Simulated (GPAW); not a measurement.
The system is Al3Cu2.

```xyz
5
Lattice="4.0920 0.0000 0.0000 -2.0460 3.5437 0.0000 0.0000 0.0000 4.9928" Properties=species:S:1:pos:R:3 pbc="T T T"
Cu    2.0460    1.1812    0.8013
Cu    0.0000    2.3625    4.1915
Al    2.0460    1.1812    3.2457
Al    0.0000    2.3625    1.7471
Al    0.0000    0.0000    0.0000
```

The cell comes from a database or a generator and needn't be the stable form of this composition.

* Program: GPAW 26.7.0
* Task: relaxation of cell and atoms
* Functional: PBEsol
* Dispersion: D3(BJ)+ATM
* Potentials or basis: PAW data sets generated in the run's folder for this functional
* Cutoff: 600 eV
* Basis: pw
* k mesh: 6 × 6 × 4
* Occupations: fermi-dirac, width 0.05 eV
* Spin: no spin polarisation

At the start: pressure -2.6 GPa; volume 14.48 Å³/atom.

Problem. How do energy, volume and symmetry change on relaxing?

Solution. Over 6 steps the energy falls by 3.1 meV/atom and the volume is 14.15 Å³/atom (-2.3 %); space group P-3m1 (No. 164, to 0.05 Å).

The path:
| step | energy change (eV) | largest force (eV/Å) | pressure (GPa) | volume (Å³) |
| --- | --- | --- | --- | --- |
| 1 | 0.0000 | 0.0499 | -2.62 | 72.40 |
| 2 | -0.0025 | 0.0441 | -2.40 | 72.25 |
| 3 | -0.0151 | 0.0383 | 0.13 | 70.67 |
| 4 | -0.0152 | 0.0297 | 0.03 | 70.72 |
| 5 | -0.0152 | 0.0126 | -0.03 | 70.76 |
| 6 | -0.0153 | 0.0049 | -0.02 | 70.75 |

Final structure:
```cif
data_structure
_symmetry_space_group_name_H-M 'P 1'
_symmetry_Int_Tables_number 1
_cell_length_a 4.0544
_cell_length_b 4.0544
_cell_length_c 4.9700
_cell_angle_alpha 90.000
_cell_angle_beta 90.000
_cell_angle_gamma 120.000
_cell_volume 70.75
loop_
_atom_site_label
_atom_site_type_symbol
_atom_site_fract_x
_atom_site_fract_y
_atom_site_fract_z
_atom_site_occupancy
Cu1 Cu 0.66667 0.33333 0.15915 1
Cu2 Cu 0.33333 0.66667 0.84085 1
Al1 Al 0.66667 0.33333 0.64915 1
Al2 Al 0.33333 0.66667 0.35085 1
Al3 Al 0.00000 0.00000 0.00000 1
```

Caveat: with this Cu data set, volumes or pressures lay over 1.5 % or 2 GPa off other programs in two to four cells of ten; later steps reuse the first step's grids; pairwise dispersion overbinds metals, which lowers pressure and volume.
